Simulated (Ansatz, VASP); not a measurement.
**HfO2 in VASP and in Ansatz**

The input INCAR:

```
PREC = Accurate
ENCUT = 520
EDIFF = 1E-6
ISMEAR = 0
SIGMA = 0.01
LREAL = F
LASPH = T
NELM = 80
ALGO = Normal
ISIF = 2
LWAVE = F
LCHARG = T
GGA = PS
LELF = T
LVHAR = T
NBANDS = 31
```

File KPOINTS:

```
Automatic mesh
0
Gamma
  3 3 4
```

File POSCAR:

```
HfO2
1.0
    4.8135330000      0.0000000000      0.0000000000
    0.0000000000      4.8135330000      0.0000000000
    0.0000000000      0.0000000000      3.2054150000
Hf O
2 4
Direct
    0.0000000000      0.0000000000      0.0000000000
    0.5000000000      0.5000000000      0.5000000000
    0.1949550000      0.8050450000      0.5000000000
    0.3050450000      0.3050450000      0.0000000000
    0.6949550000      0.6949550000      0.0000000000
    0.8050450000      0.1949550000      0.5000000000
```

Input for Ansatz:

```yaml
crystal:
  lattice:
    a: 4.813533
    b: 4.813533
    c: 3.205415
    alpha: 90.0
    beta: 90.0
    gamma: 90.0
  atoms:
    - { symbol: Hf, position: [0.0, 0.0, 0.0] }
    - { symbol: Hf, position: [0.5, 0.5, 0.5] }
    - { symbol: O, position: [0.194955, 0.805045, 0.5] }
    - { symbol: O, position: [0.305045, 0.305045, 0.0] }
    - { symbol: O, position: [0.694955, 0.694955, 0.0] }
    - { symbol: O, position: [0.805045, 0.194955, 0.5] }
basis:
  ecutwfc: 450.0
kpoints:
  mp_grid:
    grid: [3, 3, 4]
hamiltonian:
  xc: pbesol
scf:
  max_iter: 60
  mixing:
    algorithm: anderson
    beta: 0.4
    ndim: 8
  occupations:
    method: fixed
output:
  eigenvalues: true
```

Measurements of this composition are mostly on another form, of space group No. 14.

Alike in both runs: task single point; functional PBEsol; k mesh 3 × 3 × 4; no spin polarisation.

|  | VASP | Ansatz |
| --- | --- | --- |
| version | VASP 6.6.1 | Ansatz 0.2.0 |
| potentials or method | VASP PAW PBE potentials, release 64 (Hf_pv, O) | plane waves, PAW |
| plane-wave cutoff (eV) | 520 | 450 |
| occupations | gaussian, width 0.01 eV | fixed |
| valence electrons in the cell | 44 | 76 |

```csv
,VASP,Ansatz,Ansatz less VASP
gap on the k mesh at the Fermi level (eV),3.87,3.92,+0.055
```

The two sets of potentials don't hold the same shells in valence.

Caveats: the k mesh is coarse (spacing up to 0.49 Å⁻¹), so the values aren't converged; spin-orbit coupling is left out, which moves the levels of the heavy elements; an odd mesh through Γ misses points on the zone boundary, where band edges often lie. A hybrid or GW would open this gap; PBEsol tends to underestimate it.
